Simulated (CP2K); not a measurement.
Crystal: YN.

```
Y N
1.0
     3.44856    0.00000    0.00000
     1.72428    2.98654    0.00000
     1.72428    0.99551    2.81574
Y N
1 1
Cartesian
  0.0000 0.0000 0.0000
  3.4486 1.9910 1.4079
```

Base run:

| Item | Value |
| --- | --- |
| Program | CP2K 2026.2 |
| Functional | PBE |
| Potentials or basis | GTH_POTENTIALS Y GTH-PBE-q11, N GTH-PBE-q5; DZVP-MOLOPT-SR-GTH basis |
| Density cutoff | 6123 eV |
| k mesh | 7 × 7 × 7 |
| Occupations | fermi-dirac, width 0.05 eV |
| Spin | no spin polarisation |
| Hubbard terms | Y d U = 2.0 eV |

Its results: band gap on the k mesh 0.66 eV, indirect (least direct gap 1.09 eV).

Q: The run is repeated on the same cell with these changes: hubbard terms from Y d U = 2.0 eV to none. What comes out?

A: Band gap on the k mesh 0.24 eV, indirect (least direct gap 0.66 eV).

The U term pushes filled and empty states of the shell apart.

Caveats: an odd mesh through Γ misses points on the zone boundary, where band edges often lie; the basis of atomic orbitals isn't converged, which shifts pressures, moduli and gaps; this program's U acts on Mulliken populations of all basis functions of the shell, so it isn't the U of plane-wave codes (some runs); energies scatter by some meV and the pressure isn't listed (some runs); the real-space grid breaks the cell's symmetry a little (some runs).
